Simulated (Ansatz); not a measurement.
BaO in the rocksalt structure: a one-shot G0W0 calculation in the PAW code Ansatz (G0W0@PBE with 177 empty bands, a screening cutoff of 150 eV and a 4×4×4 mesh). The cell was relaxed with r2SCAN and then strained, so it isn't that functional's minimum.

```yaml
crystal:
  lattice:
    - [0.0, 2.7719426837, 2.7719426837]
    - [2.7719426837, 0.0, 2.7719426837]
    - [2.7719426837, 2.7719426837, 0.0]
  atoms:
    - { symbol: Ba, position: [0.0, 0.0, 0.0] }
    - { symbol: O, position: [0.5, 0.5, 0.5] }
kpoints:
  mp_grid: { grid: [4, 4, 4] }
hamiltonian:
  xc: pbe
scf:
  occupations: { method: fixed }
gw:
  n_empty_bands: 177
  ecut_chi: 150
  qp_bands: [v2, c2]
  qp_kpoints: band_edges
  screening: { model: contour_deformation }
```

Some lines of the output have been replaced by numbered gaps.
```
Functional definition: PBE
Crystal: 2 atoms, lattice volume = 42.597 Å³
Basis set: ecut = 420 eV, 869 PW (Γ)
Bands: 12, of which v1, the nominal top of the filled ones, is band 8 counted from 1 (7 counted from 0)
[1]
SCF 1 converged in 7 iterations: F = -6519.541423 eV  dr2 = 2.21e-9
SCF converged after 7 iterations
Free energy (F): -6519.541423 eV
Fermi energy:    8.556347 eV
--- Band table (eV; the first three rows and the last of 8) ---
  k-point 0: bands = […, -1.7867, -1.7867, -1.7867, 8.1125, 8.1125, 8.1125, 12.1385, 13.2982, 13.2982, 13.2982]
  k-point 1: bands = […, -1.9125, -1.8473, -1.8473, 7.2279, 7.5552, 7.5552, 12.9419, 14.2756, 14.2756, 14.3186]
  k-point 2: bands = […, -2.0231, -1.9056, -1.9056, 6.5897, 7.0943, 7.0943, 13.5136, 15.7507, 15.7507, 15.9296]
  k-point 7: bands = […, -2.8410, -2.8410, -1.8626, 7.2155, 8.3414, 8.3414, 13.0870, 13.0870, 15.4305, 17.8433]
--- G₀W₀: contour deformation, 7 samples at zero and on the imaginary axis and 2 off it, 64 q-points, 177 empty bands' worth ---
    ik  band        ε_KS         Σx   Σc(E_QP)       V_xc       Z   E_QP_lin       E_QP  E_QP is
     0     7      8.1125   -24.3570     4.3867   -19.2398  0.7215  [2]
     0     8      8.1125   -24.3570     4.3867   -19.2398  0.7215  [3]
     0     9     12.1385    -6.5163    -3.9127   -10.8462  0.8220    12.5580    12.5557  root
     0    10     13.2982    -6.1884    -4.3609   -11.1986  0.8081    13.9516    13.9473  root
     3     7      8.1487   -24.2851     4.3053   -19.2335  0.7243  [4]
     3     8      8.1487   -24.2851     4.3053   -19.2335  0.7243     7.3899     7.4024  root
     3     9     11.5507    -5.4305    -4.0849    -9.9917  0.8205    12.0303    12.0270  root
     3    10     13.8006    -6.9489    -4.1962   -11.6935  0.8090    14.3534    14.3490  root
     5     7      7.2106   -23.1241     4.5361   -17.7648  0.7103     6.3674     6.3874  root
     5     8      8.1469   -23.9569     4.1510   -19.0294  0.7290  [5]
     5     9     13.1981    -6.9719    -4.2582   -11.9002  0.7964  [6]
     5    10     14.2726    -8.3860    -4.2816   -13.3801  0.7798  [7]
     6     7      8.3389   -24.6662     4.2609   -19.6787  0.7264     7.6010     7.6124  root
     6     8      8.5563   -24.9185     4.1129   -20.0626  0.7325  [8]
     6     9     10.6020    -5.2782    -3.8975    -9.5575  0.8250    10.9857    10.9838  root
     6    10     14.5632    -8.3027    -4.3165   -13.4288  0.8079  [9]
     7     7      8.3414   -24.3589     4.1097   -19.4874  0.7313     7.5671     7.5795  root
     7     8      8.3414   -24.3589     4.1097   -19.4874  0.7313     7.5671     7.5795  root
     7     9     13.0870    -6.6885    -4.2736   -11.6084  0.8015    13.7407    13.7333  root
     7    10     13.0870    -6.6885    -4.2736   -11.6084  0.8015    13.7407    13.7333  root
```

The points are ik 0 = (0, 0, 0) (Γ), ik 3 = (0, 1/4, 1/4), ik 5 = (0, 1/4, -1/4), ik 6 = (0, -1/2, -1/2) (X), ik 7 = (1/4, -1/2, -1/4) (W); band 8 is the last filled one.

**Question.** Fill in the blanks. They hold quasiparticle rows, the symmetry found.

**Answer.**
```
[1]
Symmetry: 48 space group operations
Space group: Fm-3m (ITA 225)
[2]
     0     7      8.1125   -24.3570     4.3867   -19.2398  0.7215     7.3699     7.3820  root
[3]
     0     8      8.1125   -24.3570     4.3867   -19.2398  0.7215     7.3699     7.3820  root
[4]
     3     7      8.1487   -24.2851     4.3053   -19.2335  0.7243     7.3899     7.4024  root
[5]
     5     8      8.1469   -23.9569     4.1510   -19.0294  0.7290     7.3570     7.3704  root
[6]
     5     9     13.1981    -6.9719    -4.2582   -11.9002  0.7964    13.8750    13.8682  root
[7]
     5    10     14.2726    -8.3860    -4.2816   -13.3801  0.7798    15.0006    14.9852  root
[8]
     6     8      8.5563   -24.9185     4.1129   -20.0626  0.7325     7.8021     7.8134  root
[9]
     6    10     14.5632    -8.3027    -4.3165   -13.4288  0.8079    15.3839    15.3727  root
```
Only the leading digits can be foreseen; the rest is this run's record.

G0W0 moves the gap on the mesh from 2.05 eV (PBE) to 3.17 eV (direct at X). Renormalisation factors Z lie between 0.71 and 0.82. The G0W0 figures hold for the stated bands, cutoff and mesh and aren't extrapolated.

The values are computed, spin-unpolarised, and not measurements.

The runs are scalar-relativistic, without spin-orbit coupling.
